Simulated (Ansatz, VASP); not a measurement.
**One calculation of AlN, two programs**

```
CELL_PARAMETERS angstrom
2.15576 2.15576 0.00000
-2.15576 2.15576 0.00000
0.00000 2.15576 2.15576
ATOMIC_POSITIONS crystal
Al 0.00000 0.00000 0.00000
N 0.25000 0.75000 0.50000
```

Alike in both runs: functional PBEsol; k mesh 10 × 10 × 10; no spin polarisation.

Ansatz relaxed the structure, and its values are those at the end. VASP's run is a single point on that final structure, the one shown.

|  | VASP | Ansatz |
| --- | --- | --- |
| version | VASP 6.6.1 | Ansatz 0.2.0 |
| potentials or method | VASP PAW PBE potentials, release 64 (Al, N) | PAW with Ansatz's default frozen-core files, scalar-relativistic |
| plane-wave cutoff (eV) | 520 | 420 |
| occupations | gaussian, width 0.01 eV | fixed |
| valence electrons in the cell | 8 | 8 |

```tsv
	VASP	Ansatz	Ansatz less VASP
pressure (GPa)	10.1	10.0	-0.06
```

Caveats: the PAW data sets were made with another functional, which shifts forces and pressure a little (VASP). A k mesh can miss the band edges.
